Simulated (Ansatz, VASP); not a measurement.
## Ge: VASP beside Ansatz

The input INCAR:

```
SYSTEM = Ge
PREC = Accurate
ENCUT = 520
EDIFF = 1E-6
ISMEAR = 0
SIGMA = 0.1
LREAL = .False.
LASPH = .True.
NELM = 100
ALGO = Normal
ISIF = 2
LWAVE = .False.
LCHARG = .False.
GGA = PS
NBANDS = 21
```

Contents of KPOINTS:

```
regular mesh
0
Gamma
  14 14 14
  0 0 0
```

File POSCAR:

```
Ge
1.0
    0.0000000000      2.8659820336      2.8659820336
    2.8659820336      0.0000000000      2.8659820336
    2.8659820336      2.8659820336      0.0000000000
Ge
2
Direct
    0.0000000000      0.0000000000      0.0000000000
    0.2500000000      0.2500000000      0.2500000000
```

Input for Ansatz:

```yaml
crystal:
  lattice:
    - [0.0, 2.8659820336, 2.8659820336]
    - [2.8659820336, 0.0, 2.8659820336]
    - [2.8659820336, 2.8659820336, 0.0]
  atoms:
    - { symbol: Ge, position: [0.0, 0.0, 0.0] }
    - { symbol: Ge, position: [0.25, 0.25, 0.25] }
basis:
  ecutwfc: 420
kpoints:
  mp_grid: { grid: [14, 14, 14] }
hamiltonian:
  xc: pbesol
scf:
  occupations: { method: gaussian, width: 0.1 }
output:
  forces: true
  stress: true
  eigenvalues: true
```

Alike in both runs: task single point; functional PBEsol; k mesh 14 × 14 × 14; occupations gaussian, width 0.1 eV; no spin polarisation.

|  | VASP | Ansatz |
| --- | --- | --- |
| version | VASP 6.6.1 | Ansatz 0.2.0 |
| potentials or method | VASP PAW PBE potentials, release 64 (Ge_d) | scalar-relativistic, plane waves, PAW |
| plane-wave cutoff (eV) | 520 | 420 |
| valence electrons in the cell | 28 | 28 |

VASP gave:

```
gap on the k mesh at the Fermi level (eV) : none
pressure (GPa)                            : -2.3
```

Problem. What did Ansatz give for the same quantities?

Solution. gap on the k mesh at the Fermi level (eV): none; pressure (GPa): -1.8.

A gap of «none» marks a metal or a gap that the smearing closes. With one functional, cell and mesh, what is left measures potentials, basis and numerics.

Caveats: the PAW data sets were made with another functional, which shifts forces and pressure a little (VASP).
